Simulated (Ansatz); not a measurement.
# One atom moved over a plane in SnSe$_{2}$

Theory: Ansatz 0.2.0, DFT PBE, scalar-relativistic, plane waves, PAW. Cutoff 420 eV, Γ-centred 12×12×6 k-points, Gaussian smearing of 0.05 eV. No spin polarisation. Energies are free energies at this smearing, counted from the undisturbed cell; pressure is positive in compression.

The starting cell (as given, not relaxed at this level; it stands at 5.3 GPa):

```
CELL_PARAMETERS angstrom
3.81100 0.00000 0.00000
-1.90550 3.30042 0.00000
0.00000 0.00000 6.13700
ATOMIC_POSITIONS crystal
Sn 0.00000 0.00000 0.00000
Se 0.33333 0.66667 0.25000
Se 0.66667 0.33333 0.75000
```

The cell holds layers and no dispersion correction was added, so their binding is poorly described.

Atom 2 (Se) is moved by p along (1.000, 0.000, 0.000) and q along (0.000, 0.000, 1.000) (Å), all else fixed. Points are written (p, q).

Energy above the undisturbed cell in eV/cell (a dash: not computed):

```csv
p \ q,-0.600,-0.300,0.000,0.300,0.600
-0.600,5.71,2.44,0.77,0.43,0.73
-0.300,2.99,1.09,0.19,0.22,0.68
0.000,2.18,0.67,0.00,0.15,0.66
0.300,2.99,1.09,0.19,0.22,0.68
0.600,5.71,2.44,0.77,0.43,0.73
```

Pressure in GPa:

| p \ q | -0.600 | -0.300 | 0.000 | 0.300 | 0.600 |
| --- | --- | --- | --- | --- | --- |
| -0.600 | 38.3 | 21.9 | 10.3 | 3.7 | 1.7 |
| -0.300 | 26.3 | 15.0 | 6.5 | 1.7 | 0.5 |
| 0.000 | 22.6 | 12.8 | 5.3 | 0.9 | 0.0 |
| 0.300 | 26.3 | 15.0 | 6.5 | 1.7 | 0.5 |
| 0.600 | 38.3 | 21.9 | 10.3 | 3.7 | 1.7 |

Gap on the k-mesh in eV:

```csv
p \ q,-0.600,-0.300,0.000,0.300,0.600
-0.600,0.08,0.18,0.03,0.00,0.00
-0.300,0.37,0.54,0.41,0.00,0.00
0.000,0.70,0.81,0.71,0.00,0.00
0.300,0.37,0.54,0.41,0.00,0.00
0.600,0.08,0.18,0.03,0.00,0.00
```

Where the gap reads zero the k-mesh, chosen for the insulator, is on the coarse side.